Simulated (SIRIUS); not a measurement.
Runs of SIRIUS 7.10.0 on In. Symmetry: I4/mmm, No. 139, tetragonal system. Conventional cell: a = 3.251 Å, b = 3.251 Å, c = 4.947 Å, α = 90.00°, β = 90.00°, γ = 90.00°. In (site symmetry 4/mmm) is surrounded by 12 In at 3.25 to 3.38 Å. 

```tsv
level	gap on the mesh (eV)	pressure (GPa)
WC	none	-0.5
BLYP	none	(c)
RPBE	none	3.7
PBEsol	none	(b)
AM05	none	-0.7
GAM	none	2.6
BPBE	none	(a)
LDA	none	-2.2
```

Alike in all rows: task single point; potentials or basis PseudoDojo 0.4.1 PBE standard (scalar relativistic); no spin polarisation; cell as given; k mesh 9 × 9 × 9; cutoff (eV) 960; smearing fermi-dirac 0.05 eV.

**Question.** Estimate the missing entries.

**Answer.** (a) 2.1; (b) -0.8; (c) 6.5.

Caveats: the potentials were made for another functional, which shifts forces and pressure.

A k mesh can miss the band edges, and the runs leave out spin-orbit coupling on In.

A gap of «none» marks a metal or a gap under the smearing width.

Runs at the PBE level aren't shown here.
